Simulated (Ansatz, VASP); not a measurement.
This is a calculation of Al2O3 for VASP 6.6.1.

File INCAR:

```
SYSTEM = Al2O3
PREC     = Accurate       ! precision mode
ENCUT    = 520            ! plane-wave cutoff, eV
EDIFF    = 1E-7           ! SCF threshold, eV
ISMEAR   = -1             ! smearing method
SIGMA    = 0.05           ! smearing width, eV
LREAL    = .False.        ! projectors in reciprocal space
LASPH    = .True.         ! aspherical terms in the spheres
NELM     = 100            ! most SCF steps
ALGO     = Normal         ! electronic algorithm
ISIF     = 2              ! what is computed and relaxed
LWAVE    = .False.        ! write WAVECAR
LCHARG   = .False.        ! write CHGCAR
GGA      = PE             ! functional
NBANDS   = 35             ! bands
```

File KPOINTS:

```
regular mesh
0
Gamma
  5 3 7
  0 0 0
```

The input POSCAR:

```
Al2O3
1.0
    4.6137770000      0.0000000000      0.0000000000
    0.0000000000      9.5632790000      0.0000000000
    0.0000000000      0.0000000000      3.1198620000
Al O
4 6
Direct
    0.9829750000      0.8245730000      0.0000000000
    0.0170250000      0.1754270000      0.0000000000
    0.4829750000      0.6754270000      0.5000000000
    0.5170250000      0.3245730000      0.5000000000
    0.5000000000      0.5000000000      0.5000000000
    0.1236350000      0.7530500000      0.5000000000
    0.3763650000      0.2530500000      0.0000000000
    0.6236350000      0.7469500000      0.0000000000
    0.0000000000      0.0000000000      0.0000000000
    0.8763650000      0.2469500000      0.5000000000
```

File KPOINTS_OPT:

```
path GXSYGZURTZ,YT,UX,SR
15
line-mode
reciprocal
 0.0000000000  0.0000000000  0.0000000000  G
 0.0000000000  0.0000000000  0.5000000000  X

 0.0000000000  0.0000000000  0.5000000000  X
 0.5000000000  0.0000000000  0.5000000000  S

 0.5000000000  0.0000000000  0.5000000000  S
 0.5000000000  0.0000000000  0.0000000000  Y

 0.5000000000  0.0000000000  0.0000000000  Y
 0.0000000000  0.0000000000  0.0000000000  G

 0.0000000000  0.0000000000  0.0000000000  G
 0.0000000000  0.5000000000  0.0000000000  Z

 0.0000000000  0.5000000000  0.0000000000  Z
 0.0000000000  0.5000000000  0.5000000000  U

 0.0000000000  0.5000000000  0.5000000000  U
 0.5000000000  0.5000000000  0.5000000000  R

 0.5000000000  0.5000000000  0.5000000000  R
 0.5000000000  0.5000000000  0.0000000000  T

 0.5000000000  0.5000000000  0.0000000000  T
 0.0000000000  0.5000000000  0.0000000000  Z

 0.5000000000  0.0000000000  0.0000000000  Y
 0.5000000000  0.5000000000  0.0000000000  T

 0.0000000000  0.5000000000  0.5000000000  U
 0.0000000000  0.0000000000  0.5000000000  X

 0.5000000000  0.0000000000  0.5000000000  S
 0.5000000000  0.5000000000  0.5000000000  R
```

Potentials or basis: VASP PAW PBE potentials, release 64 (Al, O).

Run with:

```sh
$ cat potpaw_PBE.64/Al/POTCAR potpaw_PBE.64/O/POTCAR > POTCAR
$ mpirun -np 1 vasp_std > vasp.out
```

Set up the same calculation for Ansatz 0.2.0. Potentials there: Ansatz PAW.

As run (the cutoff follows the program's own potentials):

input.yaml

```yaml
crystal:
  lattice:
    - [4.613777, 0.0, 0.0]
    - [0.0, 9.563279, 0.0]
    - [0.0, 0.0, 3.119862]
  atoms:
    - { symbol: Al, position: [0.982975, 0.824573, 0.0] }
    - { symbol: Al, position: [0.017025, 0.175427, 0.0] }
    - { symbol: Al, position: [0.482975, 0.675427, 0.5] }
    - { symbol: Al, position: [0.517025, 0.324573, 0.5] }
    - { symbol: O, position: [0.5, 0.5, 0.5] }
    - { symbol: O, position: [0.123635, 0.75305, 0.5] }
    - { symbol: O, position: [0.376365, 0.25305, 0.0] }
    - { symbol: O, position: [0.623635, 0.74695, 0.0] }
    - { symbol: O, position: [0.0, 0.0, 0.0] }
    - { symbol: O, position: [0.876365, 0.24695, 0.5] }
hamiltonian:
  xc: pbe
  pseudopotentials: { kind: paw }
kpoints:
  mp_grid: { grid: [5, 3, 7] }
  band_path:
    path:
      - [[0.0, 0.0, 0.0], [0.0, 0.0, 0.5], [0.5, 0.0, 0.5], [0.5, 0.0, 0.0], [0.0, 0.0, 0.0], [0.0, 0.5, 0.0], [0.0, 0.5, 0.5], [0.5, 0.5, 0.5], [0.5, 0.5, 0.0], [0.0, 0.5, 0.0]]
      - [[0.5, 0.0, 0.0], [0.5, 0.5, 0.0]]
      - [[0.0, 0.5, 0.5], [0.0, 0.0, 0.5]]
      - [[0.5, 0.0, 0.5], [0.5, 0.5, 0.5]]
    npoints: 10
scf:
  occupations: { method: fermi_dirac, width: 0.05 }
  n_extra_bands: 25
output:
  forces: true
  stress: true
  eigenvalues: true
  fatbands: false
```

Potentials or basis: Ansatz PAW.

Run with:

```console
$ ansatz run input.yaml --threads 4 --pin off --max-ram 11264MiB --backend cpu --events-out ev --progress --plain --runs-dir out
```

Both were run:

|  | VASP | Ansatz | Ansatz less VASP |
| --- | --- | --- | --- |
| gap on the k mesh at the Fermi level (eV) | 3.51 | 3.52 | +0.011 |
| least direct gap on the mesh (eV) | 3.51 | 3.52 | +0.011 |
| gap along the band path (eV) | 3.51 | 3.52 | +0.011 |
| pressure (GPa) | -0.1 | 0.0 | +0.06 |
| largest component of the traceless stress (GPa) | 3.07 | 2.94 | -0.133 |
| rms of the force components (eV/Å) | 0.075 | 0.072 | -0.0026 |

Atom by atom the forces differ by 0.010 eV/Å (rms over components).

Caveats: the pressure holds a Pulay correction of +0.5 GPa for the finite cutoff (Ansatz).
